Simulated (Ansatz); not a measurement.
Take ZrO2 in the fluorite structure (space group Fm-3m, No. 225; a = 5.089 Å) as the base. Axes: x, y, z lie along the cube axes.

All numbers come from Kohn–Sham DFT with the r2SCAN functional, run in Ansatz (an electronic-structure program) with PAW and 500 eV plane waves, no SOC, earlier PAW set.

A first run, uniaxial strain ε_yy = −0.92 %, gives secant values C11 ≈ 580 GPa and C12 ≈ 110 GPa from its stress. A second run applies isotropic strain −2.13 %.

What does linear elasticity predict for the bulk modulus −ΔP/(ΔV/V₀) in the second run, and what does the run give?

Linear elasticity: (C11 + 2 C12)/3 = 270 GPa. The run gives 300 GPa; any difference comes from nonlinear terms at these strains and numerical noise.

Whether these cells are dynamically stable was not tested. This is not the structure that ZrO2 has at room temperature and ambient pressure.
